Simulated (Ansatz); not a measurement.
A run of Ansatz 0.2.0 is set up as follows.

The input input.yaml:

```yaml
crystal:
  lattice:
    - [1.488052925, -2.59468961, 0.0]
    - [1.488052925, 2.59468961, 0.0]
    - [0.0, 0.0, 4.72759579]
  atoms:
    - { symbol: Ge, position: [0.327104, 0.679362, 0.253225] }
    - { symbol: Ge, position: [0.679104, 0.335894, 0.745256] }
hamiltonian:
  xc: pbe
  pseudopotentials: { kind: paw }
kpoints:
  mp_grid: { grid: [10, 10, 6] }
scf:
  occupations: { method: fermi_dirac, width: 0.05 }
output:
  forces: true
  stress: true
  eigenvalues: true
  write_density: true
  write_potential: true
  elf: true
  volumetric_format: npy
```

Potentials or basis: Ansatz PAW.

Command:

```bash
$ ansatz run input.yaml --threads 2 --pin off --max-ram 5120MiB --backend cpu --events-out ev --progress --plain --runs-dir out
```

(1) Predict the largest force.

(2) Predict the band gap on the k mesh.

(3) Estimate the pressure.

Answers

(1) 0.032 eV/Å.

(2) none (metal or under the smearing width).

(3) 4.4 GPa.
